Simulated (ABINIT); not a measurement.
Crystal: HfO2.

```xyz
6
Lattice="3.5580 0.0000 0.0000 0.0000 3.5580 0.0000 0.0000 0.0000 5.1719" Properties=species:S:1:pos:R:3 pbc="T T T"
Hf    0.0000    0.0000    0.0000
Hf    1.7790    1.7790    2.5859
O     0.0000    1.7790    1.0199
O     1.7790    0.0000    1.5660
O     1.7790    0.0000    4.1519
O     0.0000    1.7790    3.6059
```

Measurements of this composition are mostly on another form, of space group No. 14.

Program: ABINIT 10.8.3 (patched build). Alike in all runs: task single point; potentials or basis JTH PAW PBE v2.0; no spin polarisation; cell as given; cutoff (eV) 626; smearing fermi-dirac 0.05 eV. Hardware: 1 thread of Arm Neoverse V1, on a shared host.

Order these runs on this cell by their wall time, lowest first.
A. level PBE; k mesh 3 × 3 × 2; mesh quality coarse
B. level PBEsol; k mesh 5 × 5 × 3; mesh quality not flagged
C. level PBEsol; k mesh 6 × 6 × 4; mesh quality not flagged

A (26 s), B (56 s), C (120 s).

Caveats: some runs use coarse meshes.
